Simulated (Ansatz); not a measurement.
# TiO2, space group R-3m: a convergence test of the plane-wave cutoff

Program: Ansatz's Python interface.

Contents of `tio2.cif`:
```cif
data_TiO2
_cell_length_a 7.192447
_cell_length_b 7.192447
_cell_length_c 7.192447
_cell_angle_alpha 24.03156
_cell_angle_beta 24.03156
_cell_angle_gamma 24.03156
_symmetry_space_group_name_H-M 'P 1'
_symmetry_Int_Tables_number 1
loop_
_symmetry_equiv_pos_as_xyz
'x, y, z'
loop_
_atom_site_label
_atom_site_type_symbol
_atom_site_fract_x
_atom_site_fract_y
_atom_site_fract_z
Ti1 Ti    0.000000    0.000000    0.000000
O2 O    0.620467    0.620467    0.620467
O3 O    0.379533    0.379533    0.379533
```

Notebook, run cell by cell (the value of a cell's last expression is shown):

**Cell 1**
```python
import warnings

import ansatz as az
from ase.io import read

config = {
    "filling": "fixed",
    "kmesh": (8, 8, 8),
}
```

**Cell 2**
```python
warnings.simplefilter("ignore", az.DeckWarning)
```

**Cell 3**
```python
atoms = read("tio2.cif")
structure = az.Crystal.from_ase(atoms)
```

**Cell 4**
```python
structure.resolved().sites[-1]
```
Output:
```text
Site(symbol='O', position=(0.379533, 0.3795330000000001, 0.379533), moment=None, axis=None, held=None, saved=None)
```

**Cell 5**
```python
setup = (
    structure.calculation()
    .occupations(config["filling"])
    .kpoints(*config["kmesh"])
    .functional(az.Functional.PBESOL)
    .forces()
    .stress()
)
```

**Cell 6**
```python
rows = []
for value in [300, 400, 500, 600]:
    rep = setup.basis(value).run(threads=1).report
    rows.append((value, rep["free_energy_ev"] / len(rep["lattice"]["sites"]), rep["n_iterations"], sum(rep["stress_gpa"][i][i] for i in range(3)) / 3, max(abs(f) for row in rep["forces_ev_ang"] for f in row), rep["n_pw"]))
```

**Cell 7**
```python
print(" cutoff (eV)   F/atom (eV)    iterations       P (GPa)  max component (eV/A)   plane waves")
for row in rows:
    print(f"{str(row[0]):>12s}  {row[1]:12.5f}  {row[2]:12d}  {row[3]:12.3f}  {row[4]:20.4f}  {row[5]:12d}")
```
Output:
```text
 cutoff (eV)   F/atom (eV)    iterations       P (GPa)  max component (eV/A)   plane waves
         300   -1199.42448             8        -5.132                0.5612           655
         400   -1199.79030             7        -4.302                0.4267           989
         500   -1199.80037             7        -4.297                0.4271          1399
         600   -1199.80083             7        -4.301                0.4276          1791
```

**Cell 8**
```python
for row in rows[:-1]:
    shift = 1000 * (row[1] - rows[-1][1])
    print(f"{row[0]}: {shift:+.2f} meV/atom" + ("  (within 1 meV)" if abs(shift) < 1 else ""))
```
Output:
```text
300: +376.35 meV/atom
400: +10.53 meV/atom
500: +0.46 meV/atom  (within 1 meV)
```

From 500 eV on it stays within 1 meV an atom of the value at 600 eV; the first row (300 eV) is off by 376.3 meV and the last but one by 0.46 meV. The energy falls steadily, as expected when plane waves are added. The pressure moves from -5.13 to -4.30 GPa (the program's stress holds a Pulay correction, so it settles early). The last run costs about 2.3 times the first.

Notes:
- Spin is left out of this run.
- Pressure is positive in compression.
- This cell is a computed structure, which may not be the phase found in nature.
- Shifts are counted from the last row, which is itself no proven limit.
- The script silences the warnings on its input, which a real study should read.
- Finished in 14 s on 1 thread of Arm Neoverse V1, on a shared host, peak memory 0.5 GiB.
